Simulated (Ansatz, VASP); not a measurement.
**BN in VASP and in Ansatz**

```xyz
2
Lattice="0.0000 1.8075 1.8075 1.8075 0.0000 1.8075 1.8075 1.8075 0.0000" Properties=species:S:1:pos:R:3 pbc="T T T"
B     0.0000    0.0000    0.0000
N     2.7112    2.7112    2.7112
```

Alike in both runs: task single point; functional PBE; k mesh 12 × 12 × 12; occupations gaussian, width 0.05 eV; no spin polarisation.

|  | VASP | Ansatz |
| --- | --- | --- |
| version | VASP 6.6.1 | Ansatz 0.2.0 |
| potentials or method | VASP PAW PBE potentials, release 64 (B, N) | scalar-relativistic, plane waves, PAW |
| plane-wave cutoff (eV) | 520 | 420 |
| valence electrons in the cell | 8 | 8 |

```tsv
	VASP	Ansatz	Ansatz less VASP
gap on the k mesh at the Fermi level (eV)	4.46	4.47	+0.012
least direct gap on the mesh (eV)	8.82	8.83	+0.011
pressure (GPa)	3.3	3.0	-0.27
```

With one functional, cell and mesh, what is left measures potentials, basis and numerics.

A k mesh can miss the band edges.
